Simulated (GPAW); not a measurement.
Crystal: MgO2.

```xyz
3
Lattice="1.6048 0.9265 3.4940 -1.6048 0.9265 3.4940 0.0000 -1.8530 3.4940" Properties=species:S:1:pos:R:3 pbc="T T T"
Mg    0.0000    0.0000    0.0000
O     0.0000    0.0000    5.9874
O     0.0000    0.0000    4.4945
```

The cell comes from a database or a generator and needn't be the stable form of this composition.

```yaml
Program: GPAW 26.7.0
Task: relaxation of cell and atoms
Functional: PBEsol
Dispersion: D3(BJ)+ATM
Potentials_or_basis: PAW data sets generated in the run's folder for this functional
Cutoff: 800 eV
Basis: pw
k_mesh: 7 × 7 × 7
Occupations: fermi-dirac, width 0.05 eV
Spin: no spin polarisation
```

At the start: pressure -6.4 GPa; volume 10.39 Å³/atom.

How do energy, volume and symmetry change on relaxing?

Over 11 steps the energy falls by 10.0 meV/atom and the volume is 9.89 Å³/atom (-4.8 %); space group R-3m (No. 166, to 0.05 Å).

The path:
| step | energy change (eV) | largest force (eV/Å) | pressure (GPa) | volume (Å³) |
| --- | --- | --- | --- | --- |
| 1 | 0.0000 | 0.3240 | -6.42 | 31.17 |
| 2 | -0.0086 | 0.0507 | -5.42 | 30.98 |
| 3 | -0.0202 | 0.3562 | -2.79 | 30.44 |
| 4 | -0.0259 | 0.3285 | -1.15 | 30.05 |
| 5 | -0.0292 | 0.0681 | 0.20 | 29.69 |
| 6 | -0.0294 | 0.0068 | 0.08 | 29.69 |
| 7 | -0.0295 | 0.0430 | -0.04 | 29.70 |
| 8 | -0.0297 | 0.0668 | -0.14 | 29.71 |
| 9 | -0.0299 | 0.0570 | -0.15 | 29.69 |
| 10 | -0.0299 | 0.0222 | -0.07 | 29.67 |
| 11 | -0.0299 | 0.0027 | -0.01 | 29.66 |

Final structure:
```
Mg O
1.0
     1.57513    0.90940    3.45159
    -1.57513    0.90940    3.45159
     0.00000   -1.81880    3.45159
Mg O
1 2
Direct
  0.00000 0.00000 0.00000
  0.57077 0.57077 0.57077
  0.42923 0.42923 0.42923
```

Caveat: later steps reuse the first step's grids.
